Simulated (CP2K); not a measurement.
# Ga (C2/c) in CP2K: reference runs

Aim: a first look at Ga with PBE, on the cell as given and on a disturbed one.

All numbers are computed with CP2K 2026.2; they aren't measurements. Logs are shortened: lines on timing, memory, paths and dates and some standing lists are left out, and cuts for length are marked.

## Step 1: The crystal as given

Symmetry: C2/c, No. 15, monoclinic system. The conventional cell has a = 2.766 Å, b = 8.053 Å, c = 3.332 Å, α = 90.00°, β = 92.02°, γ = 90.00°. Ga (site symmetry 2) has 8 Ga at 2.69 to 2.92 Å as nearest neighbours.

This isn't the form of Ga at room conditions, which is orthorhombic.

## Step 2: Single point, PBE

ga_scf.inp

```
&GLOBAL
  PROJECT ga_scf
  RUN_TYPE ENERGY_FORCE
  PRINT_LEVEL LOW
&END GLOBAL
&FORCE_EVAL
  METHOD QS
  STRESS_TENSOR ANALYTICAL
  &DFT
    BASIS_SET_FILE_NAME BASIS_MOLOPT_UZH
    POTENTIAL_FILE_NAME POTENTIAL_UZH
    &MGRID
      CUTOFF 450
      REL_CUTOFF 60
      NGRIDS 5
    &END MGRID
    &QS
      METHOD GPW
      EPS_DEFAULT 1.0E-10
    &END QS
    &KPOINTS
      SCHEME MONKHORST-PACK 10 10 8
      GAMMA_CENTERED T
      SYMMETRY T
      SYMMETRY_BACKEND SPGLIB
    &END KPOINTS
    &SCF
      SCF_GUESS ATOMIC
      EPS_SCF 1.0E-6
      MAX_SCF 100
      ADDED_MOS 10
      CHOLESKY OFF
      EPS_EIGVAL 1.0E-7
      &DIAGONALIZATION ON
        ALGORITHM STANDARD
      &END DIAGONALIZATION
      &MIXING ON
        METHOD BROYDEN_MIXING
        ALPHA 0.4
        BETA 1.5
        NBUFFER 8
      &END MIXING
      &SMEAR ON
        METHOD FERMI_DIRAC
        ELECTRONIC_TEMPERATURE [K] 580.226
      &END SMEAR
    &END SCF
    &XC
      &XC_FUNCTIONAL
        &GGA_X_PBE
        &END GGA_X_PBE
        &GGA_C_PBE
        &END GGA_C_PBE
      &END XC_FUNCTIONAL
    &END XC
    &PRINT
      &KPOINTS ON
      &END KPOINTS
      &MULLIKEN ON
      &END MULLIKEN
      &MO ON
        ENERGIES T
        OCCUPATION_NUMBERS T
        &EACH
          QS_SCF 0
        &END EACH
        ADD_LAST NUMERIC
      &END MO
      &LOWDIN ON
      &END LOWDIN
      &HIRSHFELD ON
        SHAPE_FUNCTION DENSITY
      &END HIRSHFELD
    &END PRINT
  &END DFT
  &SUBSYS
    &CELL
      ABC 4.2573925412 4.2573925412 3.3320000000
      ALPHA_BETA_GAMMA 90.6560687817 90.6560687821 142.0874224233
      PERIODIC XYZ
    &END CELL
    &COORD
      SCALED
      Ga  0.1310000000 0.8690000000 0.7500000000
      Ga  0.8690000000 0.1310000000 0.2500000000
    &END COORD
    &KIND Ga
      BASIS_SET TZVP-MOLOPT-PBE-GTH-q13
      POTENTIAL GTH-PBE-q13
    &END KIND
    &PRINT
      &ATOMIC_COORDINATES ON
      &END ATOMIC_COORDINATES
      &CELL ON
      &END CELL
    &END PRINT
  &END SUBSYS
  &PRINT
    &FORCES ON
    &END FORCES
    &STRESS_TENSOR ON
    &END STRESS_TENSOR
  &END PRINT
&END FORCE_EVAL
```

Potentials or basis: POTENTIAL_UZH Ga GTH-PBE-q13; TZVP-MOLOPT-PBE-GTH basis.

Launch:

```
$ OMP_NUM_THREADS=1 cp2k.psmp -i ga_scf.inp -o ga_scf.out
```

ga_scf.out:

```text

 CP2K| version string:                                       CP2K version 2026.2
 CP2K| Input file name                                                ga_scf.inp

 GLOBAL| Force Environment number                                              1
 GLOBAL| Basis set file name                                    BASIS_MOLOPT_UZH
 GLOBAL| Potential file name                                       POTENTIAL_UZH
 GLOBAL| MM Potential file name                                     MM_POTENTIAL
 GLOBAL| Coordinate file name                                      __STD_INPUT__
 GLOBAL| Method name                                                        CP2K
 GLOBAL| Project name                                                     ga_scf
 GLOBAL| Run type                                                   ENERGY_FORCE
 GLOBAL| FFT library                                                       FFTW3
 GLOBAL| Diagonalization library                                       ScaLAPACK
 GLOBAL| Cholesky decomposition library                                ScaLAPACK
 GLOBAL| DGEMM library                                                      BLAS
 GLOBAL| Direct generalized diagonalization requested                          F
 GLOBAL| Matrix multiplication library                                 ScaLAPACK
 GLOBAL| Global print level                                                  LOW
 GLOBAL| Total number of message passing processes                             1
 GLOBAL| Number of threads for this process                                    1
 GLOBAL| CPU model name                                                  UNKNOWN

 CELL| Volume [angstrom^3]:                                            37.086420
 CELL| Vector a [angstrom]:       4.257     0.000     0.000   |a| =     4.257393
 CELL| Vector b [angstrom]:      -3.359     2.616     0.000   |b| =     4.257393
 CELL| Vector c [angstrom]:      -0.038    -0.111     3.330   |c| =     3.332000
 CELL| Angle (b,c), alpha [degree]:                                    90.656069
 CELL| Angle (a,c), beta  [degree]:                                    90.656069
 CELL| Angle (a,b), gamma [degree]:                                   142.087422
 CELL| Numerically orthorhombic:                                              NO
 CELL| Periodicity                                                           XYZ

 CELL_REF| Volume [angstrom^3]:                                        37.086420
 CELL_REF| Vector a [angstrom     4.257     0.000     0.000   |a| =     4.257393
 CELL_REF| Vector b [angstrom    -3.359     2.616     0.000   |b| =     4.257393
 CELL_REF| Vector c [angstrom    -0.038    -0.111     3.330   |c| =     3.332000
 CELL_REF| Angle (b,c), alpha [degree]:                                90.656069
 CELL_REF| Angle (a,c), beta  [degree]:                                90.656069
 CELL_REF| Angle (a,b), gamma [degree]:                               142.087422
 CELL_REF| Numerically orthorhombic:                                          NO
 CELL_REF| Periodicity                                                       XYZ

[... 8 lines left out ...]
 TOTAL NUMBERS AND MAXIMUM NUMBERS

  Total number of            - Atomic kinds:                                   1
                             - Atoms:                                          2
                             - Shell sets:                                     2
                             - Shells:                                        20
                             - Primitive Cartesian functions:                 12
                             - Cartesian basis functions:                     80
                             - Spherical basis functions:                     68

  Maximum angular momentum of the orbital basis functions:                     3

 MODULE QUICKSTEP: ATOMIC COORDINATES IN ANGSTROM

   Atom Kind Element         X             Y             Z       Z(eff)     Mass
      1    1 Ga   31     -2.389751      2.189987      2.497447  13.0000  69.7230
      2    1 Ga   31      3.250124      0.314925      0.832482  13.0000  69.7230

 SCF PARAMETERS         Density guess:                                    ATOMIC
                        --------------------------------------------------------
                        max_scf:                                             100
                        max_scf_history:                                       0
                        max_diis:                                              4
[... 5 lines left out ...]
                        --------------------------------------------------------
                        level_shift [a.u.]:                             0.000000
                        added MOs                                        10    0
                        --------------------------------------------------------
                        Mixing method:                            BROYDEN_MIXING
                                                charge density mixing in g-space
                        --------------------------------------------------------
                        Smear method:                                FERMI_DIRAC
                        Electronic temperature [K]:                        580.2
                        Electronic temperature [a.u.]:                  1.84E-03
                        Accuracy threshold:                             1.00E-10
[... 20 lines left out ...]
 BRILLOUIN|     5           0.00250       -0.40000       -0.40000        0.12500
 BRILLOUIN|     6           0.00250       -0.40000       -0.40000        0.25000
[... 32 lines left out ...]
 BRILLOUIN|    39           0.00500       -0.40000        0.00000        0.37500
 BRILLOUIN|    40           0.00500       -0.40000        0.00000        0.50000
 [... further k-points ...]
 *******************************************************************************

 Extrapolation method: initial_guess

 Number of electrons:                                                         26
 Number of occupied orbitals:                                                 13
 Number of molecular orbitals:                                                23

 Number of orbital functions:                                                 68
 Number of independent orbital functions:                                     68

 SCF WAVEFUNCTION OPTIMIZATION

  Step     Update method      Time    Convergence         Total energy    Change
  ------------------------------------------------------------------------------
     1 NoMix/Diag. 0.40E+00   11.3     0.73531213      -149.3794465032 -1.49E+02
     2 Broy./Diag. 0.40E+00   10.0     0.00712020      -149.3833360262 -3.89E-03
     3 Broy./Diag. 0.40E+00   10.1     0.01928655      -149.2657279286  1.18E-01
     4 Broy./Diag. 0.40E+00   10.1     0.00349267      -149.1894866195  7.62E-02
     5 Broy./Diag. 0.40E+00   10.1     0.00283545      -149.1936637769 -4.18E-03
     6 Broy./Diag. 0.40E+00    9.8     0.00163384      -149.1931763765  4.87E-04
     7 Broy./Diag. 0.40E+00   10.1     0.00011575      -149.1918195452  1.36E-03
     8 Broy./Diag. 0.40E+00    9.9     0.00015275      -149.1918712203 -5.17E-05
     9 Broy./Diag. 0.40E+00   10.0     0.00003155      -149.1918893123 -1.81E-05
    10 Broy./Diag. 0.40E+00    9.9     0.00000344      -149.1918145287  7.48E-05
    11 Broy./Diag. 0.40E+00    9.9     0.00000863      -149.1918201686 -5.64E-06
    12 Broy./Diag. 0.40E+00    9.9     0.00000140      -149.1918309801 -1.08E-05
    13 Broy./Diag. 0.40E+00   10.4     0.00000076      -149.1918312983 -3.18E-07

  *** SCF run converged in    13 steps ***

  Electronic density on regular grids:        -25.9999999275        0.0000000725
  Core density on regular grids:               25.9999999980       -0.0000000020
  Total charge density on r-space grids:        0.0000000705
  Total charge density g-space grids:           0.0000000705

  Overlap energy of the core charge distribution:               0.00000000001862
  Self energy of the core charge distribution:               -194.58776254249338
  Core Hamiltonian energy:                                     58.43771655204996
  Hartree energy:                                               7.34633954392063
  Exchange-correlation energy:                                -20.38791244062550
  Electronic entropic energy:                                  -0.00021241097044
  Fermi energy:                                                 0.21439388111871

  Total energy:                                              -149.19183129830520
  Total energy (extrapolated to T->0):                       -149.19172509281998

 MO| EIGENVALUES AND OCCUPATION NUMBERS FOR K POINT 1
 MO|
 MO|  Index      Eigenvalue [a.u.]        Eigenvalue [eV]             Occupation
 MO|      1              -0.340148              -9.255896               2.000000
 MO|      2              -0.339752              -9.245123               2.000000
 MO|      3              -0.336597              -9.159275               2.000000
 MO|      4              -0.335464              -9.128449               2.000000
 MO|      5              -0.333322              -9.070165               2.000000
 MO|      6              -0.333079              -9.063528               2.000000
[... 395 lines left out ...]
 MO|     22               0.835848              22.744569               0.000000
 MO|     23               0.858042              23.348517               0.000000
 MO| Sum:                                                              26.000412
 MO| E(Fermi):            0.214394 a.u.          5.833954 eV

 [... the levels of further k-points ...]

 !-----------------------------------------------------------------------------!
                     Mulliken Population Analysis

 #  Atom  Element  Kind  Atomic population                           Net charge
       1     Ga       1         13.000015                             -0.000015
       2     Ga       1         12.999985                              0.000015
 # Total charge                             26.000000                  0.000000

 !-----------------------------------------------------------------------------!

 !-----------------------------------------------------------------------------!
                           Hirshfeld Charges

  #Atom  Element  Kind  Ref Charge     Population                    Net charge
      1       Ga     1      13.000         13.000                        -0.000
      2       Ga     1      13.000         13.000                        -0.000

  Total Charge                                                           -0.000
 !-----------------------------------------------------------------------------!

 LOWDIN POPULATION ANALYSIS

 #  Atom  Element  Kind  Atomic population                           Net charge
       1     Ga       1         13.000000                             -0.000000
       2     Ga       1         13.000000                              0.000000
 # Total charge                             26.000000                  0.000000

 ENERGY| Total FORCE_EVAL ( QS ) energy [hartree]           -149.191831326256562

 FORCES| Atomic forces [hartree/bohr]
 FORCES|   Atom     x               y               z               |f|
 FORCES|      1  1.01792939E-03 -3.19783345E-04  2.35758264E-04   1.09271386E-03
 FORCES|      2 -1.01792948E-03  3.19783380E-04 -2.35759384E-04   1.09271420E-03
 FORCES| Sum    -9.06817503E-11  3.49172800E-11 -1.11950684E-09
 FORCES| Total atomic force                                       1.12371614E-09

 STRESS| Analytical stress tensor [bar]
 STRESS|                        x                   y                   z
 STRESS|      x        2.84646633341E+04   1.61098681831E+02   8.29943656494E+02
 STRESS|      y        1.61098681831E+02   2.88904000148E+04   3.80033502836E+03
 STRESS|      z        8.29943656494E+02   3.80033502836E+03   1.94178936050E+04
 STRESS| 1/3 Trace                                             2.55909856513E+04
 STRESS| Determinant                                           1.55379219681E+13

 STRESS| Eigenvectors and eigenvalues of the analytical stress tensor [bar]
 STRESS|                        1                   2                   3
 STRESS| Eigenvalues   1.80306178231E+04   2.84153734040E+04   3.03269657268E+04
 STRESS|      x          -0.069846739386      0.970996287582      0.228664913136
 STRESS|      y          -0.328574895251     -0.238826969947      0.913783462663
 STRESS|      z           0.941891698237     -0.011308754509      0.335726288610
```

Wall time 2.5 min (1 thread of Arm Neoverse V2, shared host); peak memory 0.45 GiB.

Results:

- Free energy: -4059.7162 eV
- Pressure: 2.6 GPa
- Largest force: 0.056 eV/Å
- Band gap on the k mesh: none (metal or under the smearing width)

Forces on the atoms (eV/Å):
```
Ga   0.052 -0.016  0.012
Ga  -0.052  0.016 -0.012
```

Caveat: the basis of atomic orbitals isn't converged, which shifts pressures, moduli and gaps.

(Part 1 of 2 ends here.)
